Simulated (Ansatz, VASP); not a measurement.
NaCl: VASP beside Ansatz

```
Na Cl
1.0
     4.83097   -0.03484    0.00871
    -0.06105    7.85388   -0.00521
    -0.01093    0.00607    5.57721
Na Cl
4 4
Direct
  0.50048 0.32880 0.75014
  0.00254 0.82876 0.74975
  0.99746 0.17117 0.25038
  0.49951 0.67125 0.24944
  0.99668 0.17359 0.75023
  0.49876 0.67363 0.74973
  0.50125 0.32641 0.25010
  0.00332 0.82638 0.25022
```

Change from the starting cell: cell x2, atoms moved at random (sigma 0.1 Å) and cell strained at random (1.5 %), then relaxed without symmetry.

Alike in both runs: functional PBE; dispersion D3(BJ); k mesh 4 × 2 × 2; occupations gaussian, width 0.1 eV; no spin polarisation.

Ansatz relaxed the structure, and its values are those at the end. VASP's run is a single point on that final structure, the one shown.

|  | VASP | Ansatz |
| --- | --- | --- |
| version | VASP 6.6.1 | Ansatz 0.2.0 |
| potentials or method | VASP PAW PBE potentials, release 64 (Na_pv, Cl) | scalar-relativistic, plane waves, PAW |
| plane-wave cutoff (eV) | 520 | 420 |
| valence electrons in the cell | 56 | 64 |

```csv
,VASP,Ansatz,Ansatz less VASP
gap on the k mesh at the Fermi level (eV),4.86,4.86,+0.001
least direct gap on the mesh (eV),4.86,4.86,+0.001
pressure (GPa),0.0,0.0,+0.02
```

The two sets of potentials don't hold the same shells in valence.

Caveats: the k mesh is coarse (spacing up to 0.56 Å⁻¹), so the values aren't converged.
